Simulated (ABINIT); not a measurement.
# AlN (P6_3mc): G0W0 in ABINIT against the k mesh

How does the gap of AlN (P6_3mc) converge in the k mesh?

Main program and level: ABINIT 10.8.3; PBE and many-body steps on it, plane waves.

The database entry behind the starting cell differs from later determinations by our own check (inner coordinate u about 0.002 short), so it need not match the best structure at ambient conditions.

### Step 1. Starting point

Symmetry: P6_3mc, No. 186, hexagonal system. The conventional cell has a = 3.113 Å, b = 3.113 Å, c = 4.981 Å, α = 90.00°, β = 90.00°, γ = 120.00°. Al has 4 N at 1.89 Å nearest. Nearest to N lie 4 Al at 1.89 Å. Farther neighbours and most contacts between anions are not listed.

The cell and positions come from the Crystallography Open Database and are kept as given unless a step says otherwise.

### Step 2. Empty states on the mesh, 6×6×4 mesh, 284 bands

This step: ABINIT 10.8.3; DFT, PBE, plane waves, norm-conserving pseudopotentials.

The sums over transitions need many empty states on a uniform mesh; this step solves for them.

Input file run.abi:

```
acell 3*1.0 Angstrom
rprim 
  3.113000000011 -0.000000000003 0.000000000000
  -1.556500000003 2.695937081992 0.000000000000
  0.000000000000 0.000000000000 4.981000000000
ntypat 2
znucl 13 7
natom 4
typat 1 1 2 2
xred 
  0.333333333333 0.666666666667 0.000000000000
  0.666666666667 0.333333333333 0.500000000000
  0.333333333333 0.666666666667 0.380000000000
  0.666666666667 0.333333333333 0.880000000000
pp_dirpath "pseudos"
pseudos "Al.upf, N.upf"
ecut 36
ngkpt 6 6 4
nshiftk 1
shiftk 0 0 0
kptopt 1
chksymbreak 0
irdden 1
istwfk *1
nband 284
prtvol 0
optdriver 6
gwr_task "HDIAGO"
paral_kgb 0
occopt 1
indata_prefix "in"
outdata_prefix "out"
tmpdata_prefix "tmp"
```

Started as:

```bash
> OMP_NUM_THREADS=1 mpirun -n 4 abinit run.abi > log
```

Output:

```text
.Version 10.8.3 of ABINIT. v10.8.2 released Aug 2026.

 Symmetries : space group P6_3 m c (#186); Bravais hP (primitive hexag.)
[... echo of the input left out ...]
== DATASET  1 ==================================================================
-   mpi_nproc: 4, omp_nthreads: 1 (-1 if OMP is not activated)

--- !DatasetInfo
iteration_state: {dtset: 1, }
dimensions: {natom: 4, nkpt: 21, mband: 284, nsppol: 1, nspinor: 1, nspden: 1, mpw: 2934, }
cutoff_energies: {ecut:  36.0, pawecutdg:  -1.0, }
[...]
Direct band gap semiconductor
 Fundamental gap:     4.220 (eV)
   VBM:     5.314 (eV) at k: [ 0.0000E+00,  0.0000E+00,  0.0000E+00]
   CBM:     9.535 (eV) at k: [ 0.0000E+00,  0.0000E+00,  0.0000E+00]
 Direct gap:         4.220 (eV) at k: [ 0.0000E+00,  0.0000E+00,  0.0000E+00]

== END DATASET(S) ==============================================================
================================================================================

 -outvars: echo values of variables after computation  --------
           etotal      0.0000000000E+00
            nband         284
             nkpt          21
          spgroup         186
 [... the other variables as echoed above ...]

 Calculation completed.
```

Run time: 1.7 min. Hardware: 4 MPI ranks of Intel Xeon Platinum 8375C at 2.90GHz (Ice Lake), shared host; peak memory 2.1 GiB.

This step gave:

```yaml
gap: 4.220 eV
k_of_the_valence_top: 0, 0, 0
k_of_the_conduction_bottom: 0, 0, 0
least_direct_gap: 4.220 eV
k_points_computed: 21
lowest_point_of_the_top_converged_band_above_the_valence_top: 181.8091 eV
```

On this mesh the gap is 4.220 eV.

The density comes from a self-consistent run that is not shown.

### Step 3. Empty states on the mesh, 3×3×2 mesh, 83 bands

run.abi: that of step 2 with these lines changed.

```diff
@@ -17,3 +17,3 @@
 ecut 36
-ngkpt 6 6 4
+ngkpt 3 3 2
 nshiftk 1
@@ -24,3 +24,3 @@
 istwfk *1
-nband 284
+nband 83
 prtvol 0
```

Output:

```text
[banner, memory and clock lines left out]
.Version 10.8.3 of ABINIT. v10.8.2 released Aug 2026.

 Symmetries : space group P6_3 m c (#186); Bravais hP (primitive hexag.)
[... echo of the input left out ...]
== DATASET  1 ==================================================================
-   mpi_nproc: 4, omp_nthreads: 1 (-1 if OMP is not activated)

--- !DatasetInfo
iteration_state: {dtset: 1, }
dimensions: {natom: 4, nkpt: 6, mband: 83, nsppol: 1, nspinor: 1, nspden: 1, mpw: 2934, }
cutoff_energies: {ecut:  36.0, pawecutdg:  -1.0, }
[...]
Integrated=    1.6000E+01

 === KS gaps after direct diagonalization ===
 Direct band gap semiconductor
 Fundamental gap:     4.220 (eV)
   VBM:     5.314 (eV) at k: [ 0.0000E+00,  0.0000E+00,  0.0000E+00]
   CBM:     9.535 (eV) at k: [ 0.0000E+00,  0.0000E+00,  0.0000E+00]
 Direct gap:         4.220 (eV) at k: [ 0.0000E+00,  0.0000E+00,  0.0000E+00]

== END DATASET(S) ==============================================================

 -outvars: echo values of variables after computation  --------
           etotal      0.0000000000E+00
            nband          83
             nkpt           6
          spgroup         186
 [... the other variables as echoed above ...]

 Calculation completed.
```

It took 27 s on 4 MPI ranks; peak memory 2.1 GiB; 1.8 min of CPU time.

This step gave:

```
gap                                                           : 4.220 eV
k of the valence top                                          : 0, 0, 0
k of the conduction bottom                                    : 0, 0, 0
least direct gap                                              : 4.220 eV
k points computed                                             : 6
lowest point of the top converged band, above the valence top : 68.3986 eV
```

On this mesh the gap is 4.220 eV.

### Step 4. Empty states on the mesh, 9×9×6 mesh, 83 bands

run.abi: that of step 3 with these lines changed.

```diff
@@ -17,3 +17,3 @@
 ecut 36
-ngkpt 3 3 2
+ngkpt 9 9 6
 nshiftk 1
```

Output:

```text
[banner, memory and clock lines left out]
.Version 10.8.3 of ABINIT. v10.8.2 released Aug 2026.

 Symmetries : space group P6_3 m c (#186); Bravais hP (primitive hexag.)
[... echo of the input left out ...]
== DATASET  1 ==================================================================
-   mpi_nproc: 4, omp_nthreads: 1 (-1 if OMP is not activated)

--- !DatasetInfo
iteration_state: {dtset: 1, }
dimensions: {natom: 4, nkpt: 48, mband: 83, nsppol: 1, nspinor: 1, nspden: 1, mpw: 2946, }
cutoff_energies: {ecut:  36.0, pawecutdg:  -1.0, }
[...]
Integrated=    1.6000E+01

 === KS gaps after direct diagonalization ===
 Direct band gap semiconductor
 Fundamental gap:     4.220 (eV)
   VBM:     5.314 (eV) at k: [ 0.0000E+00,  0.0000E+00,  0.0000E+00]
   CBM:     9.535 (eV) at k: [ 0.0000E+00,  0.0000E+00,  0.0000E+00]
 Direct gap:         4.220 (eV) at k: [ 0.0000E+00,  0.0000E+00,  0.0000E+00]

== END DATASET(S) ==============================================================

 -outvars: echo values of variables after computation  --------
           etotal      0.0000000000E+00
            nband          83
             nkpt          48
          spgroup         186
 [... the other variables as echoed above ...]

 Calculation completed.
```

It took 2.7 min on 4 MPI ranks; peak memory 2.1 GiB; 11 min of CPU time.

Numbers from this step:

```
gap                                                           : 4.220 eV
k of the valence top                                          : 0, 0, 0
k of the conduction bottom                                    : 0, 0, 0
least direct gap                                              : 4.220 eV
k points computed                                             : 48
lowest point of the top converged band, above the valence top : 67.6349 eV
```

On this mesh the gap is 4.220 eV.

### Step 5. Screening, 3×3×2 mesh, 75 bands, screening to 163.3 eV

The RPA dielectric matrix is built and inverted for each q.

This step: RPA screening on PBE, plane waves, norm-conserving pseudopotentials.

run.abi: that of step 4 with these lines changed.

```diff
@@ -17,3 +17,3 @@
 ecut 36
-ngkpt 9 9 6
+ngkpt 3 3 2
 nshiftk 1
@@ -22,10 +22,11 @@
 chksymbreak 0
-irdden 1
 istwfk *1
-nband 83
-prtvol 0
-optdriver 6
-gwr_task "HDIAGO"
-paral_kgb 0
 occopt 1
+irdwfk 1
+optdriver 3
+nband 75
+ecuteps 6
+inclvkb 2
+awtr 1
+symchi 1
 indata_prefix "in"
```

Output:

```text
.Version 10.8.3 of ABINIT. v10.8.2 released Aug 2026.

 Symmetries : space group P6_3 m c (#186); Bravais hP (primitive hexag.)
[... echo of the input left out ...]
== DATASET  1 ==================================================================
-   mpi_nproc: 4, omp_nthreads: 1 (-1 if OMP is not activated)

--- !DatasetInfo
iteration_state: {dtset: 1, }
dimensions: {natom: 4, nkpt: 6, mband: 75, nsppol: 1, nspinor: 1, nspden: 1, mpw: 2934, }
cutoff_energies: {ecut:  36.0, pawecutdg:  -1.0, }
electrons: {nelect:   1.60000000E+01, charge:   0.00000000E+00, occopt:   1.00000000E+00, tsmear:   1.00000000E-02, }

 SCREENING: Calculation of the susceptibility and dielectric matrices

 Based on a program developped by R.W. Godby, V. Olevano, G. Onida, and L. Reining.
 Incorporated in ABINIT by V. Olevano, G.-M. Rignanese, and M. Torrent.
.Using double precision arithmetic ; gwpc =  8

[... cell and pseudopotentials left out ...]
--------------------------------------------------------------------------------

 ==== K-mesh for the wavefunctions ====
 Number of points in the irreducible wedge :     6
[... list of points left out ...]
 Together with 12 symmetry operations and time-reversal symmetry
 yields    18 points in the full Brillouin Zone.

 ==== Q-mesh for the screening function ====
 Number of points in the irreducible wedge :     6
[... list of points left out ...]
 Together with 12 symmetry operations and time-reversal symmetry
 yields    18 points in the full Brillouin Zone.

 setmesh: FFT mesh size selected  =    20x   20x   36
          total number of points  =        14400

 vcoul_init : cutoff-mode = AUXILIARY_FUNCTION
 q-points for optical limit:   1
     1)      0.000010    0.000020    0.000030

- screening: taking advantage of time-reversal symmetry
- Maximum band index for partially occupied states nbvw = 8
- Remaining bands to be divided among processors   nbcw = 67
- Number of bands treated by each node ~16

 Number of electrons calculated from density =   16.0000; Expected =   16.0000
 average of density, n =  0.056718
 r_s =    1.6146
 omega_plasma =   22.9728 [eV]

 calculating chi0 at frequencies [eV] :
  1    0.000000E+00    0.000000E+00
  2    0.000000E+00    2.297283E+01

--------------------------------------------------------------------------------
  q-point number  1        q = ( 0.000000, 0.000000, 0.000000) [r.l.u.]
--------------------------------------------------------------------------------
[... chi0 elements left out ...]
 For q-point:  0.000010 0.000020 0.000030
  dielectric constant =   4.9067
  dielectric constant without local fields =   5.3878

  Average fulfillment of the sum rule on Im[epsilon] for q-point    1 :     72.55  [%]
[... wings left out ...]
  q-point number  2        q = ( 0.333333, 0.000000, 0.000000) [r.l.u.]
--------------------------------------------------------------------------------
[... chi0 elements left out ...]
  Average fulfillment of the sum rule on Im[epsilon] for q-point    2 :     78.43  [%]

 [... 4 further q-points ...]
```

It took 5 s on 4 MPI ranks; peak memory 0.47 GiB; 19 s of CPU time.

Numbers from this step:

| Quantity | Value |
| --- | --- |
| ε∞ with local fields, on this mesh, along the program's q direction | 4.907 |
| the same without local fields | 5.388 |
| plasma frequency | 22.97 eV |
| plane waves in the screening matrix | 197 |

Local fields lower ε∞ by 9 %. On a Γ-centred mesh this coarse the value itself is usually too large, while a short band sum pulls it down.

### Step 6. 3×3×2

This step: G0W0 on PBE, plane waves, norm-conserving pseudopotentials.

run.abi: that of step 5 with these lines changed.

```diff
@@ -25,8 +25,15 @@
 irdwfk 1
-optdriver 3
+optdriver 4
 nband 75
+gwcalctyp 0
+ecutsigx 36
+symsigma 1
+nkptgw 1
+kptgw 
+  0.0000000000 0.0000000000 0.0000000000
+bdgw 
+  6 10
 ecuteps 6
-inclvkb 2
-awtr 1
-symchi 1
+irdscr 1
+ppmodel 1
 indata_prefix "in"
```

Output:

```text
.Version 10.8.3 of ABINIT. v10.8.2 released Aug 2026.

 Symmetries : space group P6_3 m c (#186); Bravais hP (primitive hexag.)
[... echo of the input left out ...]
== DATASET  1 ==================================================================
-   mpi_nproc: 4, omp_nthreads: 1 (-1 if OMP is not activated)

--- !DatasetInfo
iteration_state: {dtset: 1, }
dimensions: {natom: 4, nkpt: 6, mband: 75, nsppol: 1, nspinor: 1, nspden: 1, mpw: 2934, }
cutoff_energies: {ecut:  36.0, pawecutdg:  -1.0, }
electrons: {nelect:   1.60000000E+01, charge:   0.00000000E+00, occopt:   1.00000000E+00, tsmear:   1.00000000E-02, }

 SIGMA: Calculation of the GW corrections

 Based on a program developped by R.W. Godby, V. Olevano, G. Onida, and L. Reining.
 Incorporated in ABINIT by V. Olevano, G.-M. Rignanese, and M. Torrent.
.Using double precision arithmetic ; gwpc =  8

[... cell and pseudopotentials left out ...]
--------------------------------------------------------------------------------

 ==== K-mesh for the wavefunctions ====
 Number of points in the irreducible wedge :     6
[... list of points left out ...]
 Together with 12 symmetry operations and time-reversal symmetry
 yields    18 points in the full Brillouin Zone.

 ==== Q-mesh for screening function ====
 Number of points in the irreducible wedge :     6
[... list of points left out ...]
 Together with 12 symmetry operations and time-reversal symmetry
 yields    18 points in the full Brillouin Zone.

 vcoul_init : cutoff-mode = AUXILIARY_FUNCTION
 q-points for optical limit:   1
     1)      0.000010    0.000020    0.000030
 setmesh: FFT mesh size selected  =    27x   27x   54
          total number of points  =        39366

 Number of electrons calculated from density =   16.0000; Expected =   16.0000
 average of density, n =  0.056718
 r_s =    1.6146
 omega_plasma =   22.9728 [eV]

 === KS Band Gaps ===
  >>>> For spin  1
   Minimum direct gap =   4.2205 [eV], located at k-point      :   0.0000  0.0000  0.0000
   Fundamental gap    =   4.2205 [eV], Top of valence bands at :   0.0000  0.0000  0.0000
                                       Bottom of conduction at :   0.0000  0.0000  0.0000
 SIGMA fundamental parameters:
 PLASMON POLE MODEL  1
 number of plane-waves for SigmaX                 2863
 number of plane-waves for SigmaC and W            197
 number of plane-waves for wavefunctions          2863
 number of bands                                    75
 number of independent spin polarizations            1
 number of spinorial components                      1
 number of k-points in IBZ                           6
 number of q-points in IBZ                           6
 number of symmetry operations                      12
 number of k-points in BZ                           18
 number of q-points in BZ                           18
 number of frequencies for dSigma/dE                 9
 frequency step for dSigma/dE [eV]                0.25
 number of omega for Sigma on real axis              0
 max omega for Sigma on real axis  [eV]           0.00
 zcut for avoiding poles [eV]                     0.10

 EPSILON^-1 parameters (SCR file):
 dimension of the eps^-1 matrix on file            197
 dimension of the eps^-1 matrix used               197
 number of plane-waves for wavefunctions          2863
 number of bands                                    75
 number of q-points in IBZ                           6
 number of frequencies                               2
 number of real frequencies                          1
 number of imag frequencies                          1

 matrix elements of self-energy operator (all in [eV])

 Perturbative Calculation

--- !SelfEnergy_ee
iteration_state: {dtset: 1, }
kpoint     : [   0.000,    0.000,    0.000, ]
spin       : 1
KS_gap     :    4.220
QP_gap     :    5.419
Delta_QP_KS:    1.199
data: !SigmaeeData |
     Band     E0 <VxcDFT>   SigX SigC(E0)      Z dSigC/dE  Sig(E)    E-E0       E
        6   5.135 -16.993 -20.942   3.474   0.791  -0.264 -17.369  -0.376   4.759
        7   5.135 -16.993 -20.942   3.474   0.791  -0.264 -17.369  -0.376   4.759
        8   5.314 -17.084 -20.764   3.303   0.792  -0.262 -17.383  -0.299   5.016
        9   9.535 -12.505  -7.695  -3.711   0.818  -0.222 -11.605   0.900  10.435
       10  11.990 -10.792  -5.535  -4.171   0.827  -0.209  -9.893   0.898  12.888

== END DATASET(S) ==============================================================
================================================================================

 -outvars: echo values of variables after computation  --------
           etotal      0.0000000000E+00
            nband          75
             nkpt           6
          spgroup         186
 [... the other variables as echoed above ...]

 Calculation completed.
```

Elapsed: 3.3 s, on 4 MPI ranks; peak memory 0.45 GiB.

This step gave:

* G0W0 gap on the points computed: 5.419 eV
* starting gap on the mesh: 4.220 eV
* k of the valence top: 0, 0, 0
* k of the conduction bottom: 0, 0, 0
* Z at the valence top: 0.792
* Z at the conduction bottom: 0.818
* least direct G0W0 gap on the computed points: 5.419 eV

### Step 7. Screening, 6×6×4 mesh, 75 bands, screening to 163.3 eV

This step: RPA screening on PBE, plane waves, norm-conserving pseudopotentials.

run.abi: that of step 6 with these lines changed.

```diff
@@ -17,3 +17,3 @@
 ecut 36
-ngkpt 3 3 2
+ngkpt 6 6 4
 nshiftk 1
@@ -25,15 +25,8 @@
 irdwfk 1
-optdriver 4
+optdriver 3
 nband 75
-gwcalctyp 0
-ecutsigx 36
-symsigma 1
-nkptgw 1
-kptgw 
-  0.0000000000 0.0000000000 0.0000000000
-bdgw 
-  6 10
 ecuteps 6
-irdscr 1
-ppmodel 1
+inclvkb 2
+awtr 1
+symchi 1
 indata_prefix "in"
```

Output:

```text
.Version 10.8.3 of ABINIT. v10.8.2 released Aug 2026.

 Symmetries : space group P6_3 m c (#186); Bravais hP (primitive hexag.)
[... echo of the input left out ...]
== DATASET  1 ==================================================================
-   mpi_nproc: 4, omp_nthreads: 1 (-1 if OMP is not activated)

--- !DatasetInfo
iteration_state: {dtset: 1, }
dimensions: {natom: 4, nkpt: 21, mband: 75, nsppol: 1, nspinor: 1, nspden: 1, mpw: 2934, }
cutoff_energies: {ecut:  36.0, pawecutdg:  -1.0, }
electrons: {nelect:   1.60000000E+01, charge:   0.00000000E+00, occopt:   1.00000000E+00, tsmear:   1.00000000E-02, }

 SCREENING: Calculation of the susceptibility and dielectric matrices

 Based on a program developped by R.W. Godby, V. Olevano, G. Onida, and L. Reining.
 Incorporated in ABINIT by V. Olevano, G.-M. Rignanese, and M. Torrent.
.Using double precision arithmetic ; gwpc =  8

[... cell and pseudopotentials left out ...]
--------------------------------------------------------------------------------

 ==== K-mesh for the wavefunctions ====
 Number of points in the irreducible wedge :    21
[... list of points left out ...]
 Together with 12 symmetry operations and time-reversal symmetry
 yields   144 points in the full Brillouin Zone.

 ==== Q-mesh for the screening function ====
 Number of points in the irreducible wedge :    21
[... list of points left out ...]
 Together with 12 symmetry operations and time-reversal symmetry
 yields   144 points in the full Brillouin Zone.

 setmesh: FFT mesh size selected  =    20x   20x   36
          total number of points  =        14400

 vcoul_init : cutoff-mode = AUXILIARY_FUNCTION
 q-points for optical limit:   1
     1)      0.000010    0.000020    0.000030

- screening: taking advantage of time-reversal symmetry
- Maximum band index for partially occupied states nbvw = 8
- Remaining bands to be divided among processors   nbcw = 67
- Number of bands treated by each node ~16

 Number of electrons calculated from density =   16.0000; Expected =   16.0000
 average of density, n =  0.056718
 r_s =    1.6146
 omega_plasma =   22.9728 [eV]

 calculating chi0 at frequencies [eV] :
  1    0.000000E+00    0.000000E+00
  2    0.000000E+00    2.297283E+01

--------------------------------------------------------------------------------
  q-point number  1        q = ( 0.000000, 0.000000, 0.000000) [r.l.u.]
--------------------------------------------------------------------------------
[... chi0 elements left out ...]
 For q-point:  0.000010 0.000020 0.000030
  dielectric constant =   4.2133
  dielectric constant without local fields =   4.6391

  Average fulfillment of the sum rule on Im[epsilon] for q-point    1 :     72.61  [%]
[... wings left out ...]
  q-point number  2        q = ( 0.166667, 0.000000, 0.000000) [r.l.u.]
--------------------------------------------------------------------------------
[... chi0 elements left out ...]
  Average fulfillment of the sum rule on Im[epsilon] for q-point    2 :     84.90  [%]

 [... 19 further q-points ...]
```

It took 68 s on 4 MPI ranks; peak memory 0.92 GiB.

Numbers from this step:

```yaml
eps_infinity_with_local_fields_on_this_mesh_along_the_program_s_q_direction: 4.213
the_same_without_local_fields: 4.639
plasma_frequency: 22.97 eV
plane_waves_in_the_screening_matrix: 197
```

(Part 1 of 2 ends here.)

[Paths, hosts, dates, memory and timing lines, banners, echoed tables and standing remarks are left out of the program output.]

[Logs are printed without paths, hosts, clocks, repeated set-up lines and the standing remarks that a program may print on its own settings, such as how far it seeks lower states.]

[Runs of the session that timed out or met a known fault of the program may be left out.]

[Hosts, paths, dates, database ids (printed as entryN), source tags and the programs' standing remarks are cut or masked in the printed files.]

[G0W0 gaps are taken among the corrected bands and points alone; a level outside them can change the order at an edge.]

[Where Ansatz stands beside ABINIT at settings called matched, ABINIT's density can come from a denser mesh and the files from another edition; pairs whose starting gaps differed by over 0.03 eV were left out, so agreement reads better than it is.]
